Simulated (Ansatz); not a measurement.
This cell of ZrO$_{2}$ (tetragonal-ZrO2 type, space group P4_2/nmc) is off equilibrium:

```
CELL_PARAMETERS angstrom
      3.60134     0.00000     0.00000
      0.00000     3.60134     0.00000
      0.00000     0.00000     5.22807
ATOMIC_POSITIONS crystal
  Zr 0.00000 0.00000 0.00000
  Zr 0.50000 0.50000 0.50000
  O  0.00000 0.50000 0.19679
  O  0.00000 0.50000 0.69679
  O  0.50000 0.00000 0.30321
  O  0.44036 0.94036 0.76213
```

These are r2SCAN (plane waves to 500 eV, PAW, scalar-relativistic; Ansatz, a program for electronic structure) values and carry that method's errors. k mesh 7×7×5 (Γ-centred), Fermi-Dirac smearing 0.05 eV. E stands for the smeared free energy. Stress and pressure are positive under compression. This is a high-temperature form of ZrO2. ZrO2 is run without spin polarisation. ZrO2 was relaxed with its symmetry unable to fall.

Question: Predict the force on every atom, in eV/Å.

Answer: 
```json
[
 {"atom": "Zr1", "Fx": "-0.493", "Fy": "-0.344", "Fz": "-0.511"},
 {"atom": "Zr2", "Fx": "-0.011", "Fy": "-0.094", "Fz": "-0.408"},
 {"atom": "O3", "Fx": "-0.075", "Fy": "-0.069", "Fz": "-0.258"},
 {"atom": "O4", "Fx": "-1.764", "Fy": "-1.474", "Fz": "0.279"},
 {"atom": "O5", "Fx": "-0.068", "Fy": "-0.266", "Fz": "-1.872"},
 {"atom": "O6", "Fx": "2.412", "Fy": "2.248", "Fz": "2.770"}
]
```

Question: Give the stress tensor in GPa and the pressure.

Answer: 
```
    0.6      1.9     -2.6
    1.9      6.5      2.8
   -2.6      2.8     -0.2
```
The pressure, a third of the trace, is 2.3 GPa.

Question: In it atom 6 sits (-0.215, -0.215, -0.215) Å away from its relaxed site. What is its energy relative to the relaxed cell?

Answer: 793 meV/cell.

(A displaced cell: forces are minus the slopes of the energy, force constants its curvatures, and phonons follow from these.)
